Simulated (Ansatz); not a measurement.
Crystal: Cu.

```
CELL_PARAMETERS angstrom
2.53410 0.00000 0.00000
-1.26705 2.19459 0.00000
0.00000 0.00000 4.11257
ATOMIC_POSITIONS crystal
Cu 0.66667 0.33333 0.75000
Cu 0.33333 0.66667 0.25000
```

This isn't the form of Cu at room conditions, which is fcc.

Base run:

- Program: Ansatz 0.2.0
- Functional: PBEsol
- Potentials or basis: all-electron LAPW, non-relativistic
- Cutoff: 304 eV
- Density cutoff: 1215 eV
- Basis error allowed: 0.001 eV/atom
- k mesh: 12 × 12 × 7
- Occupations: fermi-dirac, width 0.05 eV
- Spin: no spin polarisation

Its results: pressure 3.1 GPa.

**Question.** The run is repeated on the same cell with these changes: potentials or basis from all-electron LAPW, non-relativistic to all-electron LAPW, scalar-relativistic. What comes out?

**Answer.** Pressure -1.4 GPa.

Not every run made on this cell is shown here.
